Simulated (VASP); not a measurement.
BAs, 2 atoms in the cell. It takes space group F-43m (No. 216, cubic). Conventional cell: a = 4.809 Å, b = 4.809 Å, c = 4.809 Å, α = 90.00°, β = 90.00°, γ = 90.00°. B (site symmetry -43m) has 4 As at 2.08 Å as nearest neighbours. As (site symmetry -43m) is surrounded by 4 B at 2.08 Å. 

| Quantity | Value |
| --- | --- |
| Program | VASP 6.6.1 |
| Task | relaxation of cell and atoms |
| Functional | PBEsol |
| Potentials or basis | VASP PAW PBE potentials, release 64 (B, As) |
| Cutoff | 600 eV |
| k mesh | 10 × 10 × 10 |
| Occupations | gaussian, width 0.02 eV |
| Spin | no spin polarisation |
| Dipole correction | no |
| Further INCAR settings | ALGO = Normal; EDIFF = 1e-06; IBRION = 2; EDIFFG = -0.005; NSW = 70; ISIF = 3 |

Potentials or basis: VASP PAW PBE potentials, release 64 (B, As).

Command:

```sh
$ cat potpaw_PBE.64/B/POTCAR potpaw_PBE.64/As/POTCAR > POTCAR
$ mpirun -np 1 vasp_std > vasp.out
```

Hardware: 1 thread of Intel(R) Xeon(R) Platinum 8488C (Sapphire Rapids) (shared host).

**Question.** How long does it take, and how much memory?

**Answer.** Wall time 18 s on 1 thread of Intel(R) Xeon(R) Platinum 8488C (Sapphire Rapids), on a shared host, peak memory 0.16 GiB. Counts: scf iterations 24, k points 47, ion steps 3.
